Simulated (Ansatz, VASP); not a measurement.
# One calculation of Pd, two programs

```
Pd
1.0
    -1.56173    1.56173    1.56173
     1.56173   -1.56173    1.56173
     1.56173    1.56173   -1.56173
Pd
1
Direct
  0.00000 0.00000 0.00000
```

Change from the starting cell: volume scaled by 0.98.

Alike in both runs: task single point; functional PBE; k mesh 12 × 12 × 12; occupations fermi-dirac, width 0.05 eV; no spin polarisation.

|  | VASP | Ansatz |
| --- | --- | --- |
| version | VASP 6.6.1 | Ansatz 0.2.0 |
| potentials or method | VASP PAW PBE potentials, release 64 (Pd), cutoff 520 eV | all-electron LAPW, scalar-relativistic |

```tsv
	VASP	Ansatz	Ansatz less VASP
gap on the k mesh at the Fermi level (eV)	none	none	-
pressure (GPa)	1.9	2.2	+0.24
```

A gap of «none» marks a metal or a gap that the smearing closes. Ansatz ran all-electron here, so the differences hold the error of VASP's frozen core and of both bases.
